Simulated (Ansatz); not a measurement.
Al: relaxation step by step

A trial structure of Al was built thus: 4-connected net of one element (P6_522, No. 179). Lengths were set from tabulated atomic sizes, so they are only a guess.

```
CELL_PARAMETERS angstrom
6.67317 0.00000 0.00000
-3.33658 5.77913 0.00000
0.00000 0.00000 6.04477
ATOMIC_POSITIONS crystal
Al 0.36673 0.29689 0.64941
Al 0.70311 0.06984 0.31607
Al 0.93016 0.63327 0.98274
Al 0.63327 0.70311 0.14941
Al 0.29689 0.93016 0.81607
Al 0.06984 0.36673 0.48274
Al 0.06984 0.70311 0.35059
Al 0.29689 0.36673 0.01726
Al 0.63327 0.93016 0.68393
Al 0.93016 0.29689 0.85059
Al 0.70311 0.63327 0.51726
Al 0.36673 0.06984 0.18393
```

Method: DFT PBE, scalar-relativistic, plane waves, PAW in Ansatz. Cutoff 420 eV, Gaussian smearing, Γ-centred meshes. Cell and atoms relax first on a coarse mesh and then on a finer one. In between, the cell is made exact in the group found at 0.06 Å. In metals the finer mesh still leaves noise of several meV/atom or more. The steps can't lower the symmetry of their start. No spin polarisation.

Steps on the 3×3×4 mesh (12 atoms, 10 steps). The free energy counts from the last step; the plane-wave basis is renewed at times, which shifts energy and pressure.

| step | ΔF (meV/atom) | V (Å³/atom) | P (GPa) | largest force component (eV/Å) |
| --- | --- | --- | --- | --- |
| 1 | 540.0 | 19.43 | 16.51 | 1.608 |
| 2 | 302.4 | 22.35 | 4.12 | 0.722 |
| 3 | 201.2 | 23.46 | 0.45 | 0.444 |
| 4 | 89.4 | 23.55 | -1.18 | 0.399 |
| 5 | 12.9 | 23.30 | -1.56 | 0.195 |
| 6 | 6.4 | 22.26 | 0.77 | 0.065 |
| 7 | 5.3 | 22.54 | 0.05 | 0.009 |
| 8 | 0.3 | 22.54 | 0.26 | 0.009 |
| 9 | 0.0 | 22.65 | 0.03 | 0.004 |
| 10 | 0.0 | 22.65 | 0.03 | 0.004 |

The relaxed structure, after a last relaxation on the converged mesh:

```
Al
1.0
     7.56504    0.00000    0.00000
    -3.78252    6.55151    0.00000
     0.00000    0.00000    2.74682
Al
6
Direct
  0.32597 0.32597 0.16667
  0.67403 0.00000 0.50000
  0.00000 0.67403 0.83333
  0.67403 0.67403 0.16667
  0.32597 0.00000 0.50000
  0.00000 0.32597 0.83333
```

The symmetry goes from P6_522 (No. 179) to P6_422 (No. 181), and the primitive cell from 12 to 6 atoms. The volume per atom grows by 16.8 %, from 19.4 to 22.7 Å³. The shortest distance goes from 2.37 Å (Al–Al) to 2.63 Å (Al–Al). The energy falls by about 0.54 eV/atom (the start's value is from the coarse mesh). The end is written in a standard setting, so origin, axes and order of atoms can differ from the start's. Al has 5 Al at 2.63–2.75 Å and 2 Al at 3.07 Å.

```yaml
Volume_per_atom: 22.69 Å³
Density: 1.97 g/cm³
Energy_over_the_standard_state: +0.30 eV/atom
Gap_on_the_6×6×14_mesh_of_the_6-atom_cell: 0 eV (a metal)
```

Energies count from the standard state of Al at the same level.

The last run used Gaussian smearing of 0.10 eV. Symmetry constrained the relaxation, so the result can be a saddle point. In all, the 3 runs took 4.1 min on 1 thread of Intel(R) Xeon(R) Processor @ 2.50GHz (Skylake/Cascade Lake) (shared host). Another cell of Al relaxed alike, in Im-3m, lies 205 meV/atom lower, so this cell isn't the stable form at this level.
